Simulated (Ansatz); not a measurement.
**Band structure of MgS**

```yaml
crystal:
  lattice:
    - [0.00000, 2.84837, 2.84837]
    - [2.84837, 0.00000, 2.84837]
    - [2.84837, 2.84837, 0.00000]
  atoms:
    - { symbol: Mg, position: [0.00000, 0.00000, 0.00000] }
    - { symbol: S, position: [0.25000, 0.25000, 0.25000] }
```

Atoms are numbered in the order listed.

The conventional cell has a = 5.697 Å, b = 5.697 Å, c = 5.697 Å, α = 90.00°, β = 90.00°, γ = 90.00°. Mg (atom 1) is surrounded by 4 S at 2.47 Å. S (atom 2) has 4 Mg at 2.47 Å as nearest neighbours.

The cell was built from the zincblende type and relaxed in the same program, and has space group F-43m; it needn't be a known or the stable phase.

Level of theory: DFT, PBE, all-electron LAPW, scalar-relativistic (Ansatz 0.2.0).

Settings: a Γ-centred 13×13×13 k mesh, Fermi–Dirac smearing of 0.05 eV, basis error target 0.5 meV/atom, no spin polarisation.

Points in fractions of the reciprocal vectors of this cell: Γ (0, 0, 0), X (-0.5, -0.5, 0), U (-0.375, -0.375, 0.25), K (-0.375, 0, 0.375), L (0, 0, 0.5), W (-0.5, -0.25, 0.25). The path joins them by straight lines in the order Γ–X–U–K–Γ–L–W–X; legs that retrace an earlier one aren't tabulated. Energies are in eV from the top of the valence band.

**Question.** Metal or insulator at this level of theory?

**Answer.** An insulator or semiconductor: gap 3.37 eV, direct at Γ.

**Question.** Tabulate bands 10 to 14, counted from the lowest band of the run, along the path.

**Answer.** 
```json
{"k (1/Å)": "0.00", "point": "Γ", "band 10": "0.00", "band 11": "0.00", "band 12": "0.00", "band 13": "3.37", "band 14": "7.88"}
{"k (1/Å)": "0.28", "point": "", "band 10": "-0.67", "band 11": "-0.18", "band 12": "-0.18", "band 13": "4.24", "band 14": "7.34"}
{"k (1/Å)": "0.55", "point": "", "band 10": "-1.72", "band 11": "-0.55", "band 12": "-0.55", "band 13": "5.11", "band 14": "6.46"}
{"k (1/Å)": "0.83", "point": "", "band 10": "-2.48", "band 11": "-0.88", "band 12": "-0.88", "band 13": "4.34", "band 14": "5.85"}
{"k (1/Å)": "1.10", "point": "X", "band 10": "-2.76", "band 11": "-1.00", "band 12": "-1.00", "band 13": "3.90", "band 14": "5.62"}
{"k (1/Å)": "1.20", "point": "", "band 10": "-2.73", "band 11": "-1.09", "band 12": "-0.99", "band 13": "3.99", "band 14": "5.71"}
{"k (1/Å)": "1.30", "point": "", "band 10": "-2.67", "band 11": "-1.30", "band 12": "-0.95", "band 13": "4.22", "band 14": "5.99"}
{"k (1/Å)": "1.40", "point": "", "band 10": "-2.56", "band 11": "-1.57", "band 12": "-0.88", "band 13": "4.51", "band 14": "6.42"}
{"k (1/Å)": "1.49", "point": "U", "band 10": "-2.44", "band 11": "-1.82", "band 12": "-0.79", "band 13": "4.83", "band 14": "6.91"}
{"k (1/Å)": "1.66", "point": "", "band 10": "-2.39", "band 11": "-1.82", "band 12": "-0.87", "band 13": "5.24", "band 14": "7.17"}
{"k (1/Å)": "1.83", "point": "", "band 10": "-2.38", "band 11": "-1.74", "band 12": "-1.00", "band 13": "5.65", "band 14": "7.23"}
{"k (1/Å)": "2.00", "point": "", "band 10": "-2.39", "band 11": "-1.82", "band 12": "-0.87", "band 13": "5.24", "band 14": "7.17"}
{"k (1/Å)": "2.17", "point": "K", "band 10": "-2.44", "band 11": "-1.82", "band 12": "-0.79", "band 13": "4.83", "band 14": "6.91"}
{"k (1/Å)": "2.46", "point": "", "band 10": "-2.42", "band 11": "-1.61", "band 12": "-0.45", "band 13": "5.95", "band 14": "7.07"}
{"k (1/Å)": "2.75", "point": "", "band 10": "-1.98", "band 11": "-0.83", "band 12": "-0.16", "band 13": "5.73", "band 14": "7.20"}
{"k (1/Å)": "3.05", "point": "", "band 10": "-0.85", "band 11": "-0.22", "band 12": "-0.02", "band 13": "4.30", "band 14": "7.55"}
{"k (1/Å)": "3.34", "point": "Γ", "band 10": "0.00", "band 11": "0.00", "band 12": "0.00", "band 13": "3.37", "band 14": "7.88"}
{"k (1/Å)": "3.58", "point": "", "band 10": "-0.67", "band 11": "-0.05", "band 12": "-0.05", "band 13": "4.02", "band 14": "7.69"}
{"k (1/Å)": "3.82", "point": "", "band 10": "-1.82", "band 11": "-0.17", "band 12": "-0.17", "band 13": "4.88", "band 14": "7.71"}
{"k (1/Å)": "4.05", "point": "", "band 10": "-2.72", "band 11": "-0.28", "band 12": "-0.28", "band 13": "5.08", "band 14": "7.76"}
{"k (1/Å)": "4.29", "point": "L", "band 10": "-3.06", "band 11": "-0.32", "band 12": "-0.32", "band 13": "5.05", "band 14": "7.60"}
{"k (1/Å)": "4.49", "point": "", "band 10": "-2.97", "band 11": "-0.64", "band 12": "-0.39", "band 13": "5.46", "band 14": "6.93"}
{"k (1/Å)": "4.68", "point": "", "band 10": "-2.72", "band 11": "-1.26", "band 12": "-0.63", "band 13": "6.03", "band 14": "6.43"}
{"k (1/Å)": "4.88", "point": "", "band 10": "-2.38", "band 11": "-1.74", "band 12": "-1.00", "band 13": "5.65", "band 14": "7.23"}
{"k (1/Å)": "5.07", "point": "W", "band 10": "-2.26", "band 11": "-1.78", "band 12": "-1.29", "band 13": "5.52", "band 14": "7.79"}
{"k (1/Å)": "5.21", "point": "", "band 10": "-2.39", "band 11": "-1.61", "band 12": "-1.25", "band 13": "5.18", "band 14": "7.05"}
{"k (1/Å)": "5.35", "point": "", "band 10": "-2.58", "band 11": "-1.32", "band 12": "-1.15", "band 13": "4.56", "band 14": "6.31"}
{"k (1/Å)": "5.49", "point": "", "band 10": "-2.71", "band 11": "-1.09", "band 12": "-1.05", "band 13": "4.08", "band 14": "5.80"}
{"k (1/Å)": "5.62", "point": "X", "band 10": "-2.76", "band 11": "-1.00", "band 12": "-1.00", "band 13": "3.90", "band 14": "5.62"}
```
